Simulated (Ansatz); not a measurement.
The calculation used Ansatz, DFT PBE, scalar-relativistic, plane waves, PAW. All cells share a 420 eV cutoff and Γ-centred k meshes spaced at most about 0.3 Å⁻¹ (about 0.25 or finer for metals, 2π included). No spin polarisation in the final relaxations.

These are static total energies at zero pressure. All come from trial cells, and lower structures may exist.

**Question.** Which of these relaxed structures of LuH4 is the lowest in energy?
1.

Space group Im-3m (No. 229). a = 4.767 Å, b = 4.767 Å, c = 4.767 Å, α = 90.00°, β = 90.00°, γ = 90.00°
```json
{"atom": "Lu", "site": "2a", "symmetry": "m-3m", "x": "0.0000", "y": "0.0000", "z": "0.0000"}
{"atom": "H", "site": "8c", "symmetry": ".-3m", "x": "0.2500", "y": "0.2500", "z": "0.2500"}
```

2.

Space group P6/mmm (No. 191). a = 4.152 Å, b = 4.152 Å, c = 4.137 Å, α = 90.00°, β = 90.00°, γ = 120.00°
```tsv
atom	site	symmetry	x	y	z
Lu	1a	6/mmm	0.0000	0.0000	0.0000
H	3f	mmm	0.5000	0.0000	0.0000
H	1b	6/mmm	0.0000	0.0000	0.5000
```

**Answer.** 1. It has space group Im-3m (No. 229); the next, 2, with space group P6/mmm (No. 191), lies 67 meV/atom higher. Counting H atoms around Lu (those within 1.25 times the shortest such distance or 1.15 times the sum of covalent radii, 1.27 where that leaves under three), the lowest and the next both have Lu 8. Even the lowest lies +0.14 eV/atom against the elements.

With hydrogen, zero-point motion can shift such differences by 10 meV/atom or more. A magnetic state wasn't ruled out in cells without spin, among them Im-3m, P6/mmm. Cells relaxed within their symmetry can be saddle points. Some candidate types were left out of the draw beforehand, so a known form may be missing.
